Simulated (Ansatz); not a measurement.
Crystal: Dy.

```xyz
2
Lattice="3.5903 0.0000 0.0000 -1.7952 3.1093 0.0000 0.0000 0.0000 5.6475" Properties=species:S:1:pos:R:3 pbc="T T T"
Dy    1.7952    1.0364    4.2356
Dy    0.0000    2.0729    1.4119
```

Alike in all runs: program Ansatz 0.2.0; functional PBE; potentials or basis Ansatz PAW; cutoff 420 eV (not typed: the program's choice for these potentials); k mesh 9 × 9 × 5; occupations fermi-dirac, width 0.05 eV.

The same cell was started in several ways:

```csv
start,free energy over the lowest (meV/atom),net moment (μB),site or absolute moments (μB),gap
"collinear spin, ferromagnetic start of up to 5 μB",13.5,9.36,Dy +4.65,none (metal or under the smearing width)
no spin polarisation,3807.9,-,-,none (metal or under the smearing width)
"collinear spin, ferrimagnetic start of up to 5 μB",0.0,0.00,"Dy +4.71, -4.71",none (metal or under the smearing width)
```

The spin-polarised runs without a constraint all converged, yet they end up to 13 meV/atom apart: a converged run can sit in a state that isn't the lowest. Allowing spin polarisation gains 3808 meV/atom. A still lower state may exist.

Caveats: the magnetic or orbital state may not be the lowest (some runs); spin-orbit coupling is left out, which moves the levels of the heavy elements (some runs).
